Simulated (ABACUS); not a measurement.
Fitting the HCTH407 energy curve of K

```
CELL_PARAMETERS angstrom
-2.69756 2.69756 2.69756
2.69756 -2.69756 2.69756
2.69756 2.69756 -2.69756
ATOMIC_POSITIONS crystal
K 0.00000 0.00000 0.00000
```

The cell was scaled at fixed shape and fractions and run with ABACUS, PseudoDojo NC SR 0.5 PBE standard, plane waves, cutoff 1007 eV; HCTH407, k mesh 6 × 6 × 6 on the cell of 1 atom, fermi-dirac occupations of 0.05 eV, no spin polarisation, no spin-orbit coupling. The potentials were made for PBE. Energies are those that the program minimises, any entropy of the smearing included. For a metal such a mesh isn't converged to the digits shown.

```csv
V (Å³/atom),energy over the lowest row (meV/atom)
73.8075,9.320
75.3779,5.826
76.9482,3.308
78.5186,1.450
80.0890,?
81.6594,0.000
83.2297,0.232
```

Task: Fit the third-order Birch-Murnaghan form, give V0, B0 and B′, and predict the energy left open.

Result: With y = (V0/V)^(2/3), E = E0 + (9 V0 B0/16) [(y - 1)³ B′ + (y - 1)² (6 - 4y)]. Least squares through the rows shown give V0 = 81.8510 Å³/atom, E0 = -0.002 meV, B0 = 3.275 GPa (1 eV/Å³ = 160.218 GPa) and B′ = 3.18, with a largest miss of 0.041 meV. At V = 80.0890 the form with these constants gives 0.398 meV; the run gave 0.413 meV an atom.
